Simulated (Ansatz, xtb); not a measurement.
Isomers of C4H6 in order of energy

8 gas-phase structures of C4H6, found in a search over its isomers (lower ones may exist). Each was relaxed with GFN2-xTB:

A. `C=C1CC1`, a singlet
B. `C1[C@H]2C[C@@H]12`, a singlet
C. `C1=CCC1`, a singlet
D. `C=C=CC`, a singlet
E. `CC#CC`, a singlet
F. `CC1=CC1`, a singlet
G. `C#CCC`, a singlet
H. `C=CC=C`, a singlet

Question: Which do you expect lowest at r2SCAN-D4/def2-SVP, and how would the others follow?

Answer: Calculated order at r2SCAN-D4/def2-SVP: H (0.000), E (0.397), C (0.428), D (0.473), A (0.663), G (0.712), B (0.892), F (1.169) eV. Less than 1 kcal/mol parts E and C, so the order within that pair means little.

Energies above the lowest of each column, in eV; the last columns are at PBE0-D3(BJ)/def2-SVP geometries and were run for some of them only (a dash: not run or not comparable):

```tsv
structure	GFN2-xTB	HF/STO-3G	r2SCAN-D4/def2-SVP	PBE0-D3(BJ)/def2-SVP	CCSD(T)/def2-TZVP
H	0.143	0.563	0.000	0.000	0.000
E	0.012	0.073	0.397	0.366	0.372
C	0.000	0.000	0.428	0.270	0.504
D	0.402	0.896	0.473	0.473	–
A	0.260	0.767	0.663	0.572	–
G	0.319	0.386	0.712	0.683	–
B	0.566	1.024	0.892	–	–
F	0.973	1.316	1.169	–	–
```

CCSD(T)/def2-TZVP puts H lowest of those it was run on; GFN2-xTB picks C, HF/STO-3G picks C. Flexible structures stand in one conformer each, not always the lowest. Frequencies (PBE0-D3(BJ)/def2-SVP) were run for C, E, H alone.

Over these structures GFN2-xTB departs from r2SCAN-D4/def2-SVP by 0.162 eV on average once a common shift is removed. A GFN2-xTB relaxation took about 0.054 s and the r2SCAN-D4/def2-SVP energy about 0.67 s on a shared host (Ansatz 0.2.0, xtb 6.7.1).
